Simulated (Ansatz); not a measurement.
This guess for Si5Ge is about to be relaxed.

```cif
data_structure
_symmetry_space_group_name_H-M 'P-6m2'
_symmetry_Int_Tables_number 187
_cell_length_a 2.6995
_cell_length_b 2.6995
_cell_length_c 15.0954
_cell_angle_alpha 90.000
_cell_angle_beta 90.000
_cell_angle_gamma 120.000
_cell_volume 95.26
loop_
_atom_site_label
_atom_site_type_symbol
_atom_site_symmetry_multiplicity
_atom_site_Wyckoff_symbol
_atom_site_fract_x
_atom_site_fract_y
_atom_site_fract_z
_atom_site_occupancy
Si1 Si 2 g 0.00000 0.00000 0.83333 1
Si2 Si 1 c 0.33333 0.66667 0.00000 1
Si3 Si 2 h 0.33333 0.66667 0.33333 1
Ge1 Ge 1 b 0.00000 0.00000 0.50000 1
```

These are results of Ansatz, DFT PBE, scalar-relativistic, plane waves, PAW, not measurements. Cutoff 420 eV, Gaussian smearing, Γ-centred meshes. Cell and atoms relax first on a coarse mesh and then on a finer one. In between, the cell is made exact in the group found at 0.06 Å. In metals the finer mesh still leaves noise of several meV/atom or more. The steps can't lower the symmetry of their start. No spin polarisation.

A guess keeps its type if space group and coordination stay and the shape of the cell changes little (axis ratios within about 15 %, angles within 6°); the volume may change.

Question: Does it keep its structure type, or change into something else?

Answer: It keeps its type. The symmetry stays P-6m2 (No. 187). The volume per atom shrinks by 3.3 %, from 15.9 to 15.3 Å³. The shortest distance goes from 2.70 Å (Ge–Ge and Si–Si) to 2.72 Å (Si–Si). The ratio c/a of the conventional cell changes by a factor of 0.90. Counting neighbours within 15 % of an atom's shortest distance, the start has Ge 12, Si 12 and the end Ge 12, Si 12.

Formation energies are uncorrected and refer to the elements' standard structures at the same level.

Question: At what energy does it end?

Answer: +0.51 eV/atom. The separate elements lie lower, so it is unstable against them.

The last run used an 18×18×4 mesh (in the run's order of axes) for its 6-atom cell and Gaussian smearing of 0.10 eV. A structure relaxed within its symmetry needn't be a true minimum. Another cell of Si5Ge relaxed alike, in P4/mmm, lies 24 meV/atom lower, so this cell isn't the stable form at this level.
